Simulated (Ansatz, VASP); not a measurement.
One calculation of CuI, two programs

File INCAR:

```
SYSTEM = CuI
PREC = Accurate
ENCUT = 520
EDIFF = 1E-6
ISMEAR = 0
SIGMA = 0.05
LREAL = .False.
LASPH = .True.
NELM = 100
ALGO = Fast
ISIF = 2
LWAVE = .False.
LCHARG = .False.
GGA = PE
NBANDS = 26
```

File KPOINTS:

```
regular mesh
0
Gamma
  6 6 4
  0 0 0
```

File POSCAR:

```
CuI
1.0
    0.0000000000     -3.0390034135     -3.0390034135
    0.0000000000      3.0390034135     -3.0390034135
    6.0780068270      0.0000000000      0.0000000000
Cu I
2 2
Direct
    0.0000000000      0.5000000000      0.2500000000
    0.5000000000      0.0000000000      0.7500000000
    0.5000000000      0.5000000000      0.5000000000
    0.0000000000      0.0000000000      0.0000000000
```

Input for Ansatz:

```yaml
crystal:
  lattice:
    - [0.0, -3.0390034135, -3.0390034135]
    - [0.0, 3.0390034135, -3.0390034135]
    - [6.078006827, 0.0, 0.0]
  atoms:
    - { symbol: Cu, position: [0.0, 0.5, 0.25] }
    - { symbol: Cu, position: [0.5, 0.0, 0.75] }
    - { symbol: I, position: [0.5, 0.5, 0.5] }
    - { symbol: I, position: [0.0, 0.0, 0.0] }
basis:
  ecutwfc: 420
kpoints:
  mp_grid: { grid: [6, 6, 4] }
hamiltonian:
  xc: pbe
scf:
  occupations: { method: gaussian, width: 0.05 }
output:
  forces: true
  stress: true
  eigenvalues: true
  write_density: true
  write_potential: true
  elf: true
  volumetric_format: npy
```

Alike in both runs: task single point; functional PBE; k mesh 6 × 6 × 4; occupations gaussian, width 0.05 eV; no spin polarisation.

```csv
,VASP,Ansatz
version,VASP 6.6.1,Ansatz 0.2.0
potentials or method,"VASP PAW PBE potentials, release 64 (Cu, I)","scalar-relativistic, plane waves, PAW"
plane-wave cutoff (eV),520,420
valence electrons in the cell,36,72
```

VASP gave:

```
gap on the k mesh at the Fermi level (eV) : 1.12
least direct gap on the mesh (eV)         : 1.12
pressure (GPa)                            : 0.1
```

Q: Estimate Ansatz's values.

A: gap on the k mesh at the Fermi level (eV): 1.10; least direct gap on the mesh (eV): 1.10; pressure (GPa): 0.0.

The two sets of potentials don't hold the same shells in valence.

Caveats: spin-orbit coupling is left out, which moves the levels of the heavy elements.
